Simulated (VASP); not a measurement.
The system is Rh.

```xyz
1
Lattice="-1.5138 1.5138 1.5138 1.5138 -1.5138 1.5138 1.5138 1.5138 -1.5138" Properties=species:S:1:pos:R:3 pbc="T T T"
Rh    0.0000    0.0000    0.0000
```

This isn't the form of Rh at room conditions, which is fcc.

Base run:

```yaml
Program: VASP 6.6.1
Functional: PBEsol
Potentials_or_basis: VASP PAW PBE potentials, release 64 (Rh_pv)
Cutoff: 900 eV
k_mesh: 20 × 20 × 20
Occupations: gaussian, width 0.1 eV
Spin: no spin polarisation
```

Its results: band gap on the k mesh none (metal or under the smearing width); pressure 0.2 GPa.

**Question.** After a change of settings the same cell gave: band gap on the k mesh none (metal or under the smearing width); pressure 2.0 GPa. Which change was it?
A. functional from PBEsol to r2SCAN; cutoff from 900 eV to 520 eV
B. cutoff from 900 eV to 520 eV; k mesh from 20 × 20 × 20 to 30 × 30 × 30
C. cutoff from 900 eV to 700 eV
D. cutoff from 900 eV to 520 eV; occupations from gaussian, width 0.1 eV to gaussian, width 0.5 eV

**Answer.** D.

Caveats: the PAW data sets were made with another functional, which shifts forces and pressure a little.

Not every run made on this cell is shown here.
